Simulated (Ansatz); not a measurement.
Runs of Ansatz 0.2.0 on MgS. The structure is cubic, space group F-43m (No. 216). The conventional cell has a = 5.666 Å, b = 5.666 Å, c = 5.666 Å, α = 90.00°, β = 90.00°, γ = 90.00°. S (site symmetry -43m) has 4 Mg at 2.45 Å as nearest neighbours. Around Mg (site symmetry -43m) lie 4 S at 2.45 Å. The cell comes from a database or a generator and needn't be the stable form of this composition.

```tsv
level	gap on the mesh (eV)	pressure (GPa)	relaxed volume (Å³/atom)
PBE+D3(BJ)	3.56	0.0	(b)
PBE+D4	(a)	0.0	(c)
PBE+D3(BJ)-ATM	3.54	0.0	22.33
PBE	3.37	0.0	23.12
```

Alike in all rows: task relaxation of cell and atoms; potentials or basis Ansatz PAW; no spin polarisation; cell relaxed; k mesh 8 × 8 × 8; cutoff (eV) 420; smearing fermi-dirac 0.05 eV.

Q: Fill in the values left out.

A: (a) 3.53; (b) 22.26; (c) 22.39.

Caveats: the plane-wave basis is chosen anew once the cell has moved, so the energies of steps on either side of that aren't comparable.

A k mesh can miss the band edges.
